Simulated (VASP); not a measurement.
Results of a VASP single-point calculation on BeTe (strained zincblende)

POSCAR

```
Be Te
 1.0000000000000000
     0.0000000000000000    2.9171595482999999    2.9171595482999999
     2.9171595482999999    0.0000000000000000    2.9171595482999999
     2.9171595482999999    2.9171595482999999    0.0000000000000000
 Be  Te
   1   1
Cartesian
  0.0000000000000000  0.0000000000000000  0.0000000000000000
  1.4585797741500000  1.4585797741500000  1.4585797741500000
```

| Quantity | Value |
| --- | --- |
| gap between bands v and c | 2.57 eV |
| least direct gap | 3.71 eV |

Band v is the last that the valence electrons fill when counted band by band, and c is the next. Levels in eV from the top of v:

```
point    v−1      v     c   c+1
    Γ   0.00   0.00  3.71  4.10
    X  -2.36  -2.36  2.57  3.11
    K  -3.44  -1.98  3.21  5.63
    L  -1.00  -1.00  3.26  5.06
    W  -3.28  -2.81  5.61  5.98
```

**Question.** Which of these levels of theory gave these results?
A. PBE0
B. r²SCAN
C. PBEsol
D. LDA
E. HSE06
F. PBE
G. PBE with spin–orbit coupling

**Answer.** B.

The INCAR was:

```
LREAL = .FALSE.
IBRION = -1
LELF = .TRUE.
PREC = Accurate
ISIF = 2
ENCUT = 520
LWAVE = .FALSE.
LCHARG = .TRUE.
NELM = 120
NSW = 0
NBANDS = 11
METAGGA = R2SCAN
ISMEAR = 0
EDIFF = 1E-7
LASPH = .TRUE.
ALGO = Normal
SIGMA = 0.01
```
